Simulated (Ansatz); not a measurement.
In under changes of volume

One of the cells (26.419 Å³/atom); the others are scaled copies at fixed shape and fractional positions:

```
CELL_PARAMETERS angstrom
1.66964 0.96397 8.20746
-1.66964 0.96397 8.20746
0.00000 -1.92793 8.20746
ATOMIC_POSITIONS crystal
In 0.22199 0.22199 0.22199
In 0.77801 0.77801 0.77801
In 0.00000 0.00000 0.00000
```

This isn't the form of In at room conditions, which is tetragonal.

| Property | Result |
| --- | --- |
| Program | Ansatz 0.2.0 |
| Functional | LDA |
| Potentials or basis | Ansatz PAW |
| Cutoff | 420 eV (not typed: the program's choice for these potentials) |
| k mesh | 9 × 9 × 9 |
| Occupations | fermi-dirac, width 0.05 eV |
| Spin | no spin polarisation |

```tsv
volume (Å³/atom)	energy over the lowest point (meV/atom)	pressure (GPa)	largest force (eV/Å)
24.834	0.00	-0.2	0.013
25.363	?	?	?
25.891	7.40	-2.0	0.027
26.419	15.13	-2.7	0.033
26.948	25.12	-3.3	0.039
27.476	37.09	-3.9	0.044
28.005	50.79	-4.4	0.048
```

Question: What does the run at 25.363 Å³/atom give?

Answer: Energy over the lowest point 2.24 meV/atom; pressure -1.1 GPa; largest force 0.020 eV/Å.

Worked out: A Birch-Murnaghan fit of order 3 (a polynomial in V^(-2/3)) to the other rows has its minimum at 24.73 Å³/atom, just outside them, with B0 = V·E''(V) = 48 GPa and B' = 5.1 at fixed shape and positions, which overstates the stiffness. It gives 2.24 meV/atom at 25.363 Å³/atom, against the run's 2.24, and -dE/dV = -1.1 GPa, against -1.1.

Energies are extrapolated to zero smearing.

Caveats: the PAW data sets come from PBE, with cores solved anew for the run's functional, which leaves a small shift of forces and pressure.
